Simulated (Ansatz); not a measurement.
# SiO2: the cost of one run

Method: DFT, PBE, plane-wave PAW, default files, scalar-relativistic, as far as a step names no other, in Ansatz 0.2.0.

**1. The starting structure**

It takes space group Im-3m (No. 229, cubic). The conventional cell has a = 9.883 Å, b = 9.883 Å, c = 9.883 Å, α = 90.00°, β = 90.00°, γ = 90.00°. Around Si (site symmetry 3m) lie 4 O at 1.59 to 1.61 Å. O (site symmetry -3m) is surrounded by 2 Si at 1.59 Å. O (site symmetry mm2) is surrounded by 2 Si at 1.61 Å.

As a file:

```xyz
24
Lattice="-4.9415 4.9415 4.9415 4.9415 -4.9415 4.9415 4.9415 4.9415 -4.9415" Properties=species:S:1:pos:R:3 pbc="T T T"
Si    1.5510    1.5510    1.5510
Si    1.5510   -1.5510    1.5510
Si    1.5510    1.5510   -1.5510
Si   -1.5510    1.5510    1.5510
Si    3.3905    3.3905   -3.3905
Si   -3.3905    3.3905    3.3905
Si    3.3905   -3.3905    3.3905
Si    3.3905    3.3905    3.3905
O     2.4707    2.4707    2.4707
O     2.4707   -2.4707    2.4707
O     2.4707    2.4707   -2.4707
O    -2.4707    2.4707    2.4707
O     1.8667    1.8667    0.0000
O     1.8667    0.0000    1.8667
O    -3.0747    4.9415    3.0747
O     4.9415   -3.0747    3.0747
O     0.0000    1.8667    1.8667
O     3.0747   -3.0747    4.9415
O    -3.0747    3.0747    4.9415
O     3.0747    4.9415   -3.0747
O     4.9415    3.0747    3.0747
O     3.0747    4.9415    3.0747
O     4.9415    3.0747   -3.0747
O     3.0747    3.0747    4.9415
```

**2. Gradients at the starting positions**

File input.yaml:

```yaml
crystal:
  lattice:
    - [-4.94147894, 4.94147894, 4.94147894]
    - [4.94147894, -4.94147894, 4.94147894]
    - [4.94147894, 4.94147894, -4.94147894]
  atoms:
    - { symbol: Si, position: [0.3138788, 0.3138788, 0.3138788] }
    - { symbol: Si, position: [0.0, 0.3138788, 0.0] }
    - { symbol: Si, position: [0.0, 0.0, 0.3138788] }
    - { symbol: Si, position: [0.3138788, 0.0, 0.0] }
    - { symbol: Si, position: [0.0, 0.0, 0.6861212] }
    - { symbol: Si, position: [0.6861212, 0.0, 0.0] }
    - { symbol: Si, position: [0.0, 0.6861212, 0.0] }
    - { symbol: Si, position: [0.6861212, 0.6861212, 0.6861212] }
    - { symbol: O, position: [0.5, 0.5, 0.5] }
    - { symbol: O, position: [0.0, 0.5, 0.0] }
    - { symbol: O, position: [0.0, 0.0, 0.5] }
    - { symbol: O, position: [0.5, 0.0, 0.0] }
    - { symbol: O, position: [0.18888488, 0.18888488, 0.37776976] }
    - { symbol: O, position: [0.18888488, 0.37776976, 0.18888488] }
    - { symbol: O, position: [0.81111512, 0.0, 0.18888488] }
    - { symbol: O, position: [0.0, 0.81111512, 0.18888488] }
    - { symbol: O, position: [0.37776976, 0.18888488, 0.18888488] }
    - { symbol: O, position: [0.18888488, 0.81111512, 0.0] }
    - { symbol: O, position: [0.81111512, 0.18888488, 0.0] }
    - { symbol: O, position: [0.18888488, 0.0, 0.81111512] }
    - { symbol: O, position: [0.62223024, 0.81111512, 0.81111512] }
    - { symbol: O, position: [0.81111512, 0.62223024, 0.81111512] }
    - { symbol: O, position: [0.0, 0.18888488, 0.81111512] }
    - { symbol: O, position: [0.81111512, 0.81111512, 0.62223024] }
kpoints:
  mp_grid: { grid: [3, 3, 3] }
scf:
  occupations: { method: fermi_dirac, width: 0.02 }
hamiltonian:
  xc: pbe
  pseudopotentials: { kind: paw }
output:
  forces: true
  stress: true
  populations: true
  efg: { quadrupole_moments_barn: { O: -0.02558 }, contact_densities: true }
```

On the command line:

```sh
> ansatz run input.yaml --threads 1 --pin off --max-ram 2560MiB --backend cpu --events-out ev --progress --plain --runs-dir out
```

Q: Estimate wall time and peak memory on 1 thread of an Arm CPU, shared host.

About 23 s, with a peak of 0.71 GiB.
